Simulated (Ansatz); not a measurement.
**CaF2 (Fluorite) in Ansatz: the effect of functional**

CaF2 (Fluorite):

```xyz
3
Lattice="0.0000 2.7669 2.7669 2.7669 0.0000 2.7669 2.7669 2.7669 0.0000" Properties=species:S:1:pos:R:3 pbc="T T T"
Ca    0.0000    0.0000    0.0000
F     4.1504    4.1504    4.1504
F     1.3835    1.3835    1.3835
```

The cell isn't the ideal one: volume scaled by 1.04.

Alike in all runs:

```yaml
Program: Ansatz 0.2.0
Task: single point
Potentials_or_basis: Ansatz PAW
k_mesh: 8 × 8 × 8
Occupations: fermi-dirac, width 0.05 eV
Spin: no spin polarisation
```

```csv
functional,cutoff,gap on the mesh (eV),pressure (GPa)
LDA,420 eV (not typed: the program's choice for these potentials),6.70,-9.0
PBEsol,420 eV (not typed: the program's choice for these potentials),6.89,-4.7
r2SCAN,500 eV (not typed: the program's choice for these potentials),?,?
```

Task: What does the run with functional r2SCAN give?

Result: gap on the mesh 7.73 eV; pressure -4.1 GPa.

Caveats: the PAW data sets come from PBE, with cores solved anew for the run's functional, which leaves a small shift of forces and pressure.

A k mesh can miss the band edges.

Runs at the PBE level aren't shown here.
